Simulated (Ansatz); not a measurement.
**AgI, explained**

Computed with Ansatz (plane waves, PAW, 420 eV cutoff): PBE, scalar-relativistic, no spin polarisation, 10×10×10 k-mesh, Gaussian smearing of 0.05 eV. The datasets are Ansatz's generated set soft_2.

The chain of runs began from a cell as deposited in COD, expanded in volume. Of that entry: the entry's cell lengths or inner coordinates differ somewhat from later room-temperature determinations.

The relaxed structure (symmetry read at 0.01 Å). It takes space group F-43m (No. 216, cubic). Conventional cell: a = 6.626 Å, b = 6.626 Å, c = 6.626 Å, α = 90.00°, β = 90.00°, γ = 90.00°. Around Ag (site symmetry -43m) lie 4 I at 2.87 Å. Around I (site symmetry -43m) lie 4 Ag at 2.87 Å. (Neighbours are counted to 15 % beyond the shortest distance.)

Results at this level of theory:

| Quantity | Value |
| --- | --- |
| Volume | 36.36 Å³/atom |
| Band gap | 1.34 eV |
| Smallest direct gap | 1.34 eV |
| Bader charges | Ag 0.29; I -0.29 e |
| Formation energy from the elements (0 K, uncorrected) | -0.27 eV/atom |
| Bulk modulus (Birch–Murnaghan) | 26 GPa |
| Pressure derivative B0′ | 5.2 |

Task: Should it be a metal or an insulator?

Result: Formal charges Ag⁺, I⁻ balance and leave closed shells on every ion, so a band insulator is expected, and the gap is 1.34 eV.

It is direct, 1.34 eV. Within 0.6 eV of the edges the projected states are 67 % I 5p at the top of the valence band and 74 % Ag 5s at the bottom of the conduction band. The valence edge mixes anion p with metal states, so the bond is partly covalent and the gap isn't a plain transfer from I to Ag.

Task: What fixes the bond lengths?

Result: Shannon's ionic radii give a check on the bond lengths: Ag⁺ with 4 neighbours 1.00 Å + I⁻ 2.20 Å (six-fold value) = 3.20 Å against a computed mean of 2.87 Å. The largest miss is -10 %; bonds shorter than the sum are usual where the bond is partly covalent, as with large, soft anions.

Bader charges against formal ones: Ag +0.29 (+1), I −0.29 (−1). The cations give up 29 % of the formal charge; Bader charges stay under formal ones because the anions' density reaches into the cations' basins, the more so the higher the formal charge and the softer the anion.

Task: How stiff is it, in energy terms?

Result: B0·V0 = 26.0 GPa × 36.40 Å³ = 5.91 eV/atom sets the scale: near the minimum ΔE ≈ ½ B0 V0 x², with x = V/V0 − 1, and a pressure of 0.26 GPa squeezes the volume by about 1 %. At the ends of the curve: x = −4.1 % predicts 5.0 meV/atom and the run gives 5.4; x = +3.9 % predicts 4.5 meV/atom and the run gives 4.1. Compression costs more and expansion less than the parabola says, since the crystal stiffens as it shrinks; B0′ measures that.

Kohn–Sham gaps of semilocal functionals lie under measured ones, often by a third or more. These numbers lack spin–orbit coupling.
